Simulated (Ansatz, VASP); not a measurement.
**Si3C in VASP and in Ansatz**

File POSCAR:

```
Si3C
1.0
    3.3617535959      0.0000000000      0.0000000000
    0.0000000000      3.3617535959      0.0000000000
    0.0000000000      0.0000000000      4.8983553087
C Si
1 3
Direct
    0.0000000000      0.0000000000      0.0000000000
    0.0000000000      0.5000000000      0.2031984769
    0.5000000000      0.5000000000      0.5000000000
    0.5000000000      0.0000000000      0.7968015231
```

The input INCAR.step1:

```
PREC = Accurate
ENCUT = 520
ISMEAR = -1
SIGMA = 0.02
LREAL = False
LASPH = True
NELM = 80
NBANDS = 16
GGA = PE
ALGO = Normal
EDIFF = 1E-4
LWAVE = True
LCHARG = False
```

The input INCAR.step2:

```
PREC = Accurate
ENCUT = 520
EDIFF = 1E-6
ISMEAR = -1
SIGMA = 0.02
LREAL = False
LASPH = True
NELM = 80
ALGO = Normal
ISIF = 2
LWAVE = False
LCHARG = False
METAGGA = R2SCAN
LMIXTAU = True
NBANDS = 16
ISTART = 1
```

Contents of KPOINTS:

```
Automatic mesh
0
Gamma
  6 6 4
```

Input for Ansatz:

```yaml
crystal:
  lattice:
    - [3.3617535959, 0.0, 0.0]
    - [0.0, 3.3617535959, 0.0]
    - [0.0, 0.0, 4.8983553087]
  atoms:
    - { symbol: C, position: [0.0, 0.0, 0.0] }
    - { symbol: Si, position: [0.0, 0.5, 0.2031984769] }
    - { symbol: Si, position: [0.5, 0.5, 0.5] }
    - { symbol: Si, position: [0.5, 0.0, 0.7968015231] }
kpoints:
  mp_grid: { grid: [6, 6, 4] }
hamiltonian:
  xc: r2scan
scf:
  occupations: { method: fermi_dirac, width: 0.02 }
  n_extra_bands: 5
output:
  forces: true
  stress: true
  eigenvalues: true
```

Alike in both runs: task single point; functional r2SCAN; k mesh 6 × 6 × 4; occupations fermi-dirac, width 0.02 eV; no spin polarisation.

|  | VASP | Ansatz |
| --- | --- | --- |
| version | VASP 6.6.1 | Ansatz 0.2.0 |
| potentials or method | VASP PAW PBE potentials, release 64 (C, Si) | plane waves, PAW |
| plane-wave cutoff (eV) | 520 | 500 |
| valence electrons in the cell | 16 | 16 |

Ansatz gave:

* pressure (GPa): 9.7
* largest component of the traceless stress (GPa): 0.73
* rms of the force components (eV/Å): 0.177

**Question.** What did VASP give for the same quantities?

**Answer.** Pressure (GPa): 9.5; largest component of the traceless stress (GPa): 0.70; rms of the force components (eV/Å): 0.158.

Atom by atom the forces differ by 0.019 eV/Å (rms over components). With one functional, cell and mesh, what is left measures potentials, basis and numerics.

Caveats: the PAW data sets were made with another functional, which shifts forces and pressure a little (VASP).
